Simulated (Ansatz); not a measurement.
SrO:

```xyz
2
Lattice="0.0000 2.5663 2.5663 2.5663 0.0000 2.5663 2.5663 2.5663 0.0000" Properties=species:S:1:pos:R:3 pbc="T T T"
Sr    2.5663    2.5663    2.5663
O     0.0000    0.0000    0.0000
```

Base run:

- Program: Ansatz 0.2.0
- Functional: RPBE
- Potentials or basis: all-electron LAPW, scalar-relativistic
- Cutoff: 217 eV
- Density cutoff: 866 eV
- Basis error allowed: 0.001 eV/atom
- k mesh: 9 × 9 × 9
- Occupations: fermi-dirac, width 0.05 eV
- Spin: no spin polarisation

Its results: band gap on the k mesh 3.49 eV, indirect (least direct gap 3.57 eV); pressure 6.4 GPa.

Q: After a change of settings the same cell gave: band gap on the k mesh 3.21 eV, indirect (least direct gap 3.29 eV); pressure -3.8 GPa. Which change was it?
A. functional from RPBE to LDA
B. functional from RPBE to PBEsol
C. functional from RPBE to PBE; occupations from fermi-dirac, width 0.05 eV to gaussian, width 0.028 eV
D. functional from RPBE to BLYP

A: A.

LDA binds more tightly than RPBE, so the same cell stands under less pressure.

Not every run made on this cell is shown here.
